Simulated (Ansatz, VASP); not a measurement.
# GaSb in two plane-wave programs

One calculation is typed for both programs; each brings its own data sets. How far apart do they land? The cell is generated by rule, not measured, and may not be a known phase. Of the first pair: The structure shown is the start of the Ansatz relaxation below; VASP solves that cell, so the two are compared at the walk's first step.

Method: plane waves, with VASP 6.6.1 beside it; single point at r2SCAN, in Ansatz 0.2.0.

### Step 1. The starting structure

Symmetry: R3m, No. 160, trigonal system. Conventional cell: a = 4.388 Å, b = 4.388 Å, c = 10.791 Å, α = 90.00°, β = 90.00°, γ = 120.00°. Ga has 4 Sb at 2.69 to 2.70 Å nearest. Sb has 4 Ga at 2.69 to 2.70 Å nearest. Farther neighbours are not listed.

### Step 2. Ansatz: relaxation, r2SCAN

Ansatz runs on its default PAW (the set named soft_2) files.

The two programs are compared at the cell with which this relaxation starts, whose forces are those of its first step.

Contents of input.yaml:

```yaml
crystal:
  lattice:
    - [4.388, 0.0, 0.0]
    - [-2.194, 3.8001194718, 0.0]
    - [0.0, 0.0, 10.7908525453]
  atoms:
    - { symbol: Ga, position: [0.0, 0.0, 0.0] }
    - { symbol: Sb, position: [0.0, 0.0, 0.25] }
    - { symbol: Ga, position: [0.3333333333, 0.6666666667, 0.3333333333] }
    - { symbol: Sb, position: [0.3333333333, 0.6666666667, 0.5833333333] }
    - { symbol: Ga, position: [0.6666666667, 0.3333333333, 0.6666666667] }
    - { symbol: Sb, position: [0.6666666667, 0.3333333333, 0.9166666667] }
kpoints:
  mp_grid: { grid: [6, 6, 2] }
scf:
  occupations: { method: fixed }
  max_iter: 120
hamiltonian:
  xc: r2scan
output: {}
relax:
  f_tol: 0.01
  max_steps: 40
  cell: { fix: [a, b, angles] }
```

Launch:

```console
> ansatz run input.yaml --threads 4 --pin off --max-ram 16384MiB --backend cpu --events-out ev --progress --plain --runs-dir out
```

Numbers of over 12 decimals in the logs are rounded to 6 here.

The log of the run:

```text
Engine: ansatz 0.2.0, aarch64-unknown-linux-gnu
Pseudopotentials: kind: paw
Pseudopotential: Ga, paw, valence charge 13, recommended cutoff 500 eV (meta_gga), Ga.paw.azcp
Pseudopotential: Sb, paw, valence charge 15, recommended cutoff 500 eV (meta_gga), Sb.paw.azcp
Functional definition: r2SCAN
  parameter k0 = 0.174
  parameter k1 = 0.065
  parameter a1 = 4.9479
  exchange = r2scan_x(k0 = k0, k1 = k1, a1 = a1)
  correlation = r2scan_c
Crystal: 6 atoms, lattice volume = 179.937 Å³
Basis set: ecut = 500 eV, 4515 PW (Γ), exchange–correlation on 144×144×320 points (64 copies of the dense FFT grid, shifted against one another)
Bands: 51, of which v1, the nominal top of the filled ones, is band 42 counted from 1 (41 counted from 0)
Symmetry: 18 space group operations
Space group: R3m (ITA 160), of the structure as read, at distance tolerance 5.6e-5 Å
k-points: 14 of 72 (time reversal used)
Non-local potential: Ga, projectors of the file, l = 0: 2, l = 1: 2, l = 2: 3, l = 3: 1
Non-local potential: Sb, projectors of the file, l = 0: 2, l = 1: 2, l = 2: 2, l = 3: 2
PAW form: soft (Blöchl's): semilocal exchange-correlation on the pseudo side does not see the compensation charge
PAW frozen core: Ga, regenerated for the run's functional (the file was generated under x = pbe(κ = 0.804, μ = 0.219515), c = pbe(β = 0.066725))
PAW frozen core: Sb, regenerated for the run's functional (the file was generated under x = pbe(κ = 0.804, μ = 0.219515), c = pbe(β = 0.066725))
PAW one-centre angular grid: Ga, 590 points (default); XC on 160 Gauss nodes
PAW one-centre angular grid: Sb, 590 points (default); XC on 160 Gauss nodes
Initial density: superposition of atomic densities (neutral atoms: chi_scale 0, normalization atom), corrected by the library's trained network
Initial wavefunctions: pseudopotential atomic-orbital guess
Functional: x = r2scan, c = r2scan; τ floored in thin density (d = 2e-4 eV/Å³)
SCF iter   1: F=—  HF=-30869.490287 eV  |F-HF|=—  |Δ(HF+E_count)|=         —  Δρ=7.75e-3  dr2=4.41e-2  dr2_τ=8.16e-3  ethr=1.77e-3  ⟨swp⟩=4.8  Hψ=2248  notcnv=0  defer=89
preconditioner: auto → Resta (q_TF=auto, 2.403 Å⁻¹)  ε∞=3.0  [insulator: Δε(μ)=0.048 eV  Ē_g=14.458 eV  n_scr=38 (ndim 8)  ℏωp=20.3 eV  f_vac=0.105  ε∞_Penn≈3.0]
SCF iter   2: F=—  HF=-30869.508255 eV  |F-HF|=—  |Δ(HF+E_count)|=   1.80e-2  Δρ=2.29e-3  dr2=4.48e-3  dr2_τ=1.20e-4  ethr=5.25e-5  ⟨swp⟩=2.1  Hψ=1244  notcnv=0  defer=90
SCF iter   3: F=—  HF=-30869.507683 eV  |F-HF|=—  |Δ(HF+E_count)|=   5.72e-4  Δρ=1.80e-3  dr2=2.31e-3  dr2_τ=2.64e-5  ethr=5.33e-6  ⟨swp⟩=2.0  Hψ=1082  notcnv=0  defer=64
automatic band count: iteration 3 solves 49 bands in place of 51: the levels show a gap, and the empty bands left out lie too high to hold charge; the band table lists the bands solved (type scf.n_extra_bands for more)
SCF iter   4: F=—  HF=-30869.507926 eV  |F-HF|=—  |Δ(HF+E_count)|=   2.43e-4  Δρ=6.27e-4  dr2=3.03e-4  dr2_τ=4.76e-6  ethr=2.75e-6  ⟨swp⟩=2.0  Hψ=704  notcnv=0  defer=64
SCF iter   5: F=—  HF=-30869.507978 eV  |F-HF|=—  |Δ(HF+E_count)|=   5.25e-5  Δρ=1.17e-4  dr2=1.58e-5  dr2_τ=8.86e-8  ethr=3.60e-7  ⟨swp⟩=2.0  Hψ=778  notcnv=0  defer=37
SCF iter   6: F=—  HF=-30869.507953 eV  |F-HF|=—  |Δ(HF+E_count)|=   2.53e-5  Δρ=1.41e-5  dr2=4.13e-7  dr2_τ=2.62e-9  ethr=1.88e-8  ⟨swp⟩=2.0  Hψ=838  notcnv=0  defer=20
SCF iter   7: F=-30869.507953 eV  HF=-30869.507953 eV  |F-HF|=2.82e-9  |Δ(HF+E_count)|=   1.90e-7  Δρ=2.69e-6  dr2=1.11e-8  dr2_τ=3.55e-10  ethr=1.19e-10  ⟨swp⟩=5.0  Hψ=2699  notcnv=0
SCF 1 converged in 7 iterations: F = -30869.507953 eV  dr2 = 1.11e-8
  greatest PAW one-centre occupation: 0.994 electrons in one spin orbital (limit 2), on the Ga atom at site 4 (counted from 0), in its partial waves of l = 2
relax step   1: F+E_penalty+E_count = -30869.50795328 eV  Δ(F+E_penalty+E_count) = +0.000e0 eV  max|allowed force component| = 2.549e-2 eV/Å  Δτ_max = 0.0000 Å  P = -1.959 GPa  Ω = 179.937 Å³  fix = [a, b, alpha, beta, gamma]  reactions: a -1.754, b -1.754 GPa  (7 SCF iters, dr2 threshold 1.00e-7 eV, accepted)
[...]
relax step   2: F+E_penalty+E_count = -30869.52132218 eV  Δ(F+E_penalty+E_count) = -1.337e-2 eV  max|allowed force component| = 4.329e-2 eV/Å  Δτ_max = 0.0219 Å  P = +0.033 GPa  Ω = 172.876 Å³  energy of the carried Pulay correction = +1.272e-3 eV  fix = [a, b, alpha, beta, gamma]  reactions: a -0.829, b -0.829 GPa  (6 SCF iters, dr2 threshold 6.00e-7 eV, accepted)
[...]
relax step   3: F+E_penalty+E_count = -30869.53859552 eV  Δ(F+E_penalty+E_count) = -1.727e-2 eV  max|allowed force component| = 2.063e-2 eV/Å  Δτ_max = 0.0119 Å  P = -0.926 GPa  Ω = 176.049 Å³  energy of the carried Pulay correction = +6.940e-4 eV  fix = [a, b, alpha, beta, gamma]  reactions: a -1.309, b -1.309 GPa  (6 SCF iters, dr2 threshold 6.00e-7 eV, accepted)
[...]
relax step   4: F+E_penalty+E_count = -30869.53874521 eV  Δ(F+E_penalty+E_count) = -1.497e-4 eV  max|allowed force component| = 4.725e-4 eV/Å  Δτ_max = 0.0009 Å  P = -0.888 GPa  Ω = 175.925 Å³  energy of the carried Pulay correction = +7.163e-4 eV  fix = [a, b, alpha, beta, gamma]  reactions: a -1.319, b -1.319 GPa  (4 SCF iters, dr2 threshold 6.24e-8 eV, accepted)
[...]
relax step   5: F+E_penalty+E_count = -30869.53811976 eV  Δ(F+E_penalty+E_count) = +6.254e-4 eV  max|allowed force component| = 3.733e-4 eV/Å  Δτ_max = 0.0000 Å  P = -0.891 GPa  Ω = 175.925 Å³  fix = [a, b, alpha, beta, gamma]  reactions: a -1.321, b -1.321 GPa  stress off target by 3.09e-2 GPa on what of the cell is left free  SCF on the basis re-selected at this cell (its energy is not comparable with the rows above)  (6 SCF iters)
basis re-selected at this cell: Δ(F+E_penalty+E_count) = +6.254e-4 eV, ΔP = -0.003 GPa vs the last step (what re-selecting the basis moved, of the pressure what is left beyond the Pulay correction that the steps carried, after the strain that the cell walked since its last selection, with what the two solves' SCF thresholds leave and, on support functions, any second-order correction that the steps lacked; it is no m [...]
SCF converged after 6 iterations
Free energy (F): -30869.538120 eV
Harris-Foulkes:  -30869.538120 eV  (|F-HF|=7.28e-12)
Internal energy: -30869.538120 eV  (E = F + TS)
E sigma→0 (E₀):  -30869.538120 eV
Fermi energy:    7.282314 eV
--- Per-component energies (eV) ---
  E_band       = -860.602263
  E_kinetic    = 962.814983
  E_local      = -11847.017994  (includes V_loc(G=0)·N_el)
  E_nonlocal   = 2370.745501
  E_hartree    = 5453.255345
  E_xc         = -566.913511
  E_vxc        = -483.806258  (∫ρ·V_xc dr)
  E_paw        = -19819.816488  (= ΣΔE_a)
  E_vpaw       = -2800.001310  (= ΣTr[D̂ρ^β])
  E_aug_tail   = -0.000126  (compensation charges beyond the density's cutoff)
  E_vtau       = 30.152425  (kinetic-family band-sum trace: ∫τ·v_τ [+ j·A + Jᵃ·Aᵃ] dr)
  E_ewald      = -7422.164732
  E_core_change = -0.441099  (= ΣΔE_core)
  E_smearing   = -0.000000  (= −TS)
  E_closure    = 0.000000  (closes the sum)
  Σ components = -30869.538120   (vs F -30869.538120, Δ=0.00e0)
--- Forces (eV/Å), atoms counted from 1 ---
  atom   1  Ga    -0.00000000     0.00000000     0.00037344
  atom   2  Sb    -0.00000000    -0.00000000    -0.00037318
  atom   3  Ga     0.00000000     0.00000000     0.00037344
  atom   4  Sb     0.00000000    -0.00000000    -0.00037318
  atom   5  Ga    -0.00000000     0.00000000     0.00037344
  atom   6  Sb     0.00000000    -0.00000000    -0.00037318
  max |Σ_I F_I| component: 7.81e-7 eV/Å
--- Stress (GPa, compression-positive) ---
       -1.321127       0.000000      -0.000000
        0.000000      -1.321127       0.000000
        0.000000       0.000000      -0.030923
  P = ⅓ Tr σ = -0.8911 GPa (-8.911 kbar)
--- Relaxed structure (4 steps of the walk, 4 accepted, 1 SCFs on fresh bases) ---
  F+E_penalty+E_count = -30869.53811976 eV   max|allowed force component| = 3.733e-4 eV/Å   (the final SCF, on the basis selected at the relaxed cell)
  cell:  # Å, volume = 175.9253 Å³
    - [4.388000, 0, 0]
    - [-2.194000, 3.800119, 0]
    - [0, 0, 10.550293]
  atoms:
    - { symbol: Ga, position: [0, 0, -0.000837189] }
    - { symbol: Sb, position: [0, 0, 0.250837] }
    - { symbol: Ga, position: [0.333333, 0.666667, 0.332496] }
    - { symbol: Sb, position: [0.333333, 0.666667, 0.584171] }
    - { symbol: Ga, position: [0.666667, 0.333333, 0.665829] }
    - { symbol: Sb, position: [0.666667, 0.333333, 0.917504] }
```

The column dr2 measures how far the density is from self-consistency, as an energy; F and HF (Harris–Foulkes) agree once it is small.

### Step 3. VASP: single point, r2SCAN, start cell, pair 1

The same cell, functional and mesh now go to VASP, with its own data sets.

Lines of VASP's logs that name or quote its potential files are left out, and so is its time.

Contents of INCAR:

```
SYSTEM = GaSb
PREC = Accurate
ENCUT = 440
EDIFF = 1E-06
NELM = 120
ISMEAR = 0
SIGMA = 0.01
LREAL = .FALSE.
ALGO = Normal
METAGGA = R2SCAN
LASPH = .TRUE.
NBANDS = 33
LORBIT = 11
LWAVE = .FALSE.
LCHARG = .FALSE.
ISIF = 2
GGA_COMPAT = .FALSE.
EFERMI = MIDGAP
LMIXTAU = .TRUE.
KPAR = 2
```

Contents of POSCAR:

```
GaSb
1.0
    4.3880000000      0.0000000000      0.0000000000
   -2.1940000000      3.8001190000      0.0000000000
    0.0000000000      0.0000000000     10.7908530000
Ga Sb
3 3
Direct
    0.0000000000      0.0000000000      0.0000000000
    0.3333333333      0.6666666667      0.3333333333
    0.6666666667      0.3333333333      0.6666666667
    0.0000000000      0.0000000000      0.2499999768
    0.3333333333      0.6666666667      0.5833333102
    0.6666666667      0.3333333333      0.9166666435
```

Contents of KPOINTS:

```
Automatic mesh
0
Gamma
6 6 2
0 0 0
```

PAW data sets: Ga_d and Sb (PBE family, release 64).

Launch:

```console
> mpirun -np 2 vasp_std
```

The log of the run:

```text
[banner, memory and clock lines left out]
running    2 mpi-ranks, on    1 nodes
 distrk:  each k-point on    1 cores,    2 groups
 distr:  one band on    1 cores,    1 groups

 POSCAR found type information on POSCAR GaSb
 POSCAR found :  2 types and       6 ions
|                                                                             |
|               ----> ADVICE to this user running VASP <----                  |
|                                                                             |
|     You enforced a specific xc type in the INCAR file but a different       |
|     [... a line on the potential file left out ...]
|     I HOPE YOU KNOW WHAT YOU ARE DOING!                                     |
|                                                                             |

 LDA part: xc-table for (None), standard interpolation
 POSCAR, INCAR and KPOINTS ok, starting setup
 FFT: planning ... GRIDC
 FFT: planning ... GRID_SOFT
 FFT: planning ... GRID
 WAVECAR not read
 entering main loop
       N       E                     dE             d eps       ncg     rms          rms(c)
DAV:   1     0.271854012312E+03    0.27185E+03   -0.23352E+04   924   0.190E+03
DAV:   2    -0.719891455809E+02   -0.34384E+03   -0.33687E+03  1013   0.447E+02
DAV:   3    -0.116574430288E+03   -0.44585E+02   -0.43963E+02  1102   0.137E+02
DAV:   4    -0.118242351420E+03   -0.16679E+01   -0.16590E+01  1097   0.282E+01
DAV:   5    -0.118290193711E+03   -0.47842E-01   -0.47753E-01  1207   0.455E+00    0.477E+00
DAV:   6    -0.116593978488E+03    0.16962E+01   -0.78345E-01  1059   0.111E+01    0.311E+00
DAV:   7    -0.110851086304E+03    0.57429E+01   -0.10930E+00   955   0.654E+00    0.880E-01
DAV:   8    -0.112579028298E+03   -0.17279E+01   -0.13540E+00   956   0.652E+00    0.338E-01
DAV:   9    -0.112662785534E+03   -0.83757E-01   -0.88956E-02  1046   0.193E+00    0.330E-01
DAV:  10    -0.112639017723E+03    0.23768E-01   -0.71306E-03  1111   0.604E-01    0.214E-01
DAV:  11    -0.112723304057E+03   -0.84286E-01   -0.56654E-02   932   0.138E+00    0.815E-02
DAV:  12    -0.112726062907E+03   -0.27589E-02   -0.32038E-03  1122   0.448E-01    0.601E-02
DAV:  13    -0.112726070954E+03   -0.80473E-05   -0.75073E-05  1252   0.524E-02    0.635E-02
DAV:  14    -0.112722092052E+03    0.39789E-02   -0.65616E-03   975   0.463E-01    0.123E-01
[...]
DAV:  21    -0.112727572027E+03   -0.81851E-05   -0.72393E-07   547   0.520E-03    0.146E-01
DAV:  22    -0.112727561627E+03    0.10400E-04   -0.68082E-06   820   0.194E-02    0.816E-02
DAV:  23    -0.112727593640E+03   -0.32013E-04   -0.96296E-06   830   0.242E-02    0.210E-02
DAV:  24    -0.112727588537E+03    0.51035E-05   -0.10916E-06   639   0.756E-03    0.538E-03
DAV:  25    -0.112727593209E+03   -0.46726E-05   -0.83190E-07   566   0.684E-03    0.111E-03
DAV:  26    -0.112727590516E+03    0.26928E-05   -0.42313E-07   474   0.465E-03    0.351E-04
DAV:  27    -0.112727592171E+03   -0.16545E-05   -0.14412E-07   474   0.301E-03    0.575E-04
DAV:  28    -0.112727591401E+03    0.77008E-06   -0.84650E-08   474   0.211E-03
   1 F= -.11272759E+03 E0= -.11272759E+03  d E =-.538291E-14
```

Parts of OUTCAR (step 3):

```text
ion  position               nearest neighbor table
   1  0.000  0.000  0.000-   6 2.69   6 2.69   6 2.69   4 2.70
   2  0.333  0.667  0.333-   4 2.69   4 2.69   4 2.69   5 2.70
   3  0.667  0.333  0.667-   5 2.69   5 2.69   5 2.69   6 2.70
   4  0.000  0.000  0.250-   2 2.69   2 2.69   2 2.69   1 2.70
   5  0.333  0.667  0.583-   3 2.69   3 2.69   3 2.69   2 2.70
   6  0.667  0.333  0.917-   1 2.69   1 2.69   1 2.69   3 2.70

  LATTYP: Found a hexagonal cell.
 ALAT       =     4.3880000000
 C/A-ratio  =     2.4591734275

 Subroutine GETGRP returns: Found  6 space group operations
 (whereof  6 operations were pure point group operations)

The static configuration has the point symmetry C_3v.

 Found     14 irreducible k-points:

   k-points           NKPTS =     14   k-points in BZ     NKDIM =     14   number of bands    NBANDS=     33

   dimension x,y,z NGX =    30 NGY =   30 NGZ =   80
   dimension x,y,z NGXF=    60 NGYF=   60 NGZF=  160

   ENCUT  =  440.0 eV  32.34 Ry    5.69 a.u.   7.50  7.50 18.46*2*pi/ulx,y,z

   NELECT =      54.0000    total number of electrons

 k-points in reciprocal lattice and weights: Automatic mesh
   0.00000000  0.00000000  0.00000000       0.014
   0.16666667  0.00000000  0.00000000       0.083
   0.33333333  0.00000000  0.00000000       0.083
   0.50000000  0.00000000  0.00000000       0.042
   0.16666667  0.16666667  0.00000000       0.083
   0.33333333  0.16666667  0.00000000       0.167
   0.33333333  0.33333333  0.00000000       0.028
   0.00000000  0.00000000  0.50000000       0.014
   0.16666667  0.00000000  0.50000000       0.083
[...]
0.33333333  0.16666667  0.50000000       0.167
   0.33333333  0.33333333  0.50000000       0.028

 average (electrostatic) potential at core
       1 -70.9500       2 -70.9501       3 -70.9501       4 -93.2014       5 -93.2014
       6 -93.2014

 E-fermi :   4.2702

 k-point     1 :       0.0000    0.0000    0.0000
  band No.  band energies     occupation
    ...
     23       3.3034      2.00000
     24       3.3034      2.00000
     25       4.2107      2.00000
     26       4.2207      2.00000
     27       4.2207      2.00000
     28       4.3197      0.00000
     29       5.0056      0.00000
     30       5.0058      0.00000
     31       7.1814      0.00000
     32       7.2280      0.00000
    ...

 k-point     2 :       0.1667    0.0000    0.0000
  band No.  band energies     occupation
    ...
     23       2.1371      2.00000
     24       2.6335      2.00000
     25       3.2494      2.00000
     26       3.6712      2.00000
     27       3.7853      2.00000
     28       5.6507      0.00000
     29       6.1993      0.00000
     30       6.2454      0.00000
     31       7.2574      0.00000
     32       7.8204      0.00000
    ...

 k-point     3 :       0.3333    0.0000    0.0000
  band No.  band energies     occupation
    ...
     23       1.5432      2.00000
     24       1.9559      2.00000
     25       2.7718      2.00000
     26       2.7998      2.00000
     27       2.9409      2.00000
     28       5.6840      0.00000
     29       5.9370      0.00000
     30       6.3087      0.00000
     31       6.6468      0.00000
     32       7.6372      0.00000
    ...

  Total       -1.9758439     -1.9758434     -2.6659004      0.0000000      0.0000000      0.0000000
  in kB      -17.5931506    -17.5931462    -23.7374965      0.0000000      0.0000000      0.0000000
  external PRESSURE =     -19.6412644 kB  Pullay stress =       0.0000000 kB

  energy-cutoff  :      440.00
  volume of cell :      179.94
      direct lattice vectors                 reciprocal lattice vectors
     4.388000000  0.000000000  0.000000000     0.227894257  0.131574827  0.000000000
    -2.194000000  3.800119000  0.000000000     0.000000000  0.263149654  0.000000000
     0.000000000  0.000000000 10.790853000     0.000000000  0.000000000  0.092671080

 POSITION                                       TOTAL-FORCE (eV/Angst)
 -----------------------------------------------------------------------------------
      0.00000      0.00000      0.00000        -0.000000      0.000000      0.025768
     -0.00000      2.53341      3.59695         0.000000     -0.000000      0.025768
      2.19400      1.26671      7.19390         0.000000     -0.000000      0.025768
      0.00000      0.00000      2.69771         0.000000      0.000000     -0.025768
     -0.00000      2.53341      6.29466        -0.000000      0.000000     -0.025768
      2.19400      1.26671      9.89162         0.000000      0.000000     -0.025768
 -----------------------------------------------------------------------------------
    total drift:                                0.000008      0.000026     -0.000638

  FREE ENERGIE OF THE ION-ELECTRON SYSTEM (eV)
  ---------------------------------------------------
  free  energy   TOTEN  =      -112.7275914008 eV

  energy  without entropy=     -112.7275914008  energy(sigma->0) =     -112.72759140

 total charge
# of ion       s       p       d       tot
------------------------------------------
    1        0.874   0.726   9.960  11.560
    2        0.874   0.726   9.960  11.560
    3        0.874   0.726   9.960  11.560
    4        1.107   1.331   0.026   2.464
    5        1.107   1.331   0.026   2.464
    6        1.107   1.331   0.026   2.464
--------------------------------------------------
tot          5.942   6.171  29.958  42.071

[... 3 further parts left out ...]
```

The run ends at a pressure of -1.96 GPa, with forces up to 0.026 eV/Å.

### Step 4. Side by side

Known differences besides the potentials themselves: VASP keeps PBE cores, Ansatz makes them for the functional; fixed occupations in Ansatz, narrow Gaussian smearing in VASP; the data sets hold 84 valence electrons in Ansatz (on its default PAW (the set named soft_2) files) and 54 in VASP; the cutoff is 500 eV in Ansatz and 440 eV in VASP. Total energies have different zeros and are not compared.

The forces differ by 0.16 meV/Å r.m.s.; no other quantity is compared for this pair.

[end of part 1 of 2]

[Lines on the potential files, build, host, timing and source positions are cut from VASP's logs without a mark.]

[Logs are printed without paths, hosts, clocks, repeated set-up lines and the standing remarks that a program may print on its own settings, such as how far it seeks lower states.]

[Hosts, paths, dates, database ids (printed as entryN), source tags and the programs' standing remarks are cut or masked in the printed files.]
